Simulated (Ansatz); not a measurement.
BN in the wurtzite structure (r2SCAN geometry), in Ansatz:

```
B N
1.0
     2.54395    0.00000    0.00000
    -1.27197    2.20313    0.00000
     0.00000    0.00000    4.20782
B N
2 2
Direct
  0.33333 0.66667 0.00020
  0.66667 0.33333 0.50020
  0.33333 0.66667 0.37480
  0.66667 0.33333 0.87480
```

G0W0@PBE with 88 empty bands, a screening cutoff of 140 eV and a 6×6×4 mesh (PAW, contour deformation) gives 6.675 eV over the mesh points, from a PBE gap of 5.206 eV; it sums over 96 bands with 99 plane waves in the screening and a wave cutoff of 420 eV. No extrapolation in bands, cutoff or mesh was made for G0W0. (Simulation; spin polarisation is off.)

Problem. Estimate the gap with potentials of the kind norm-conserving.

Solution. 6.670 eV (-0.005 eV), from a Kohn-Sham gap of 5.193 eV.

Problem. Estimate the gap with frequency model Godby-Needs pole.

Solution. 6.635 eV (-0.040 eV), from a Kohn-Sham gap of 5.206 eV.
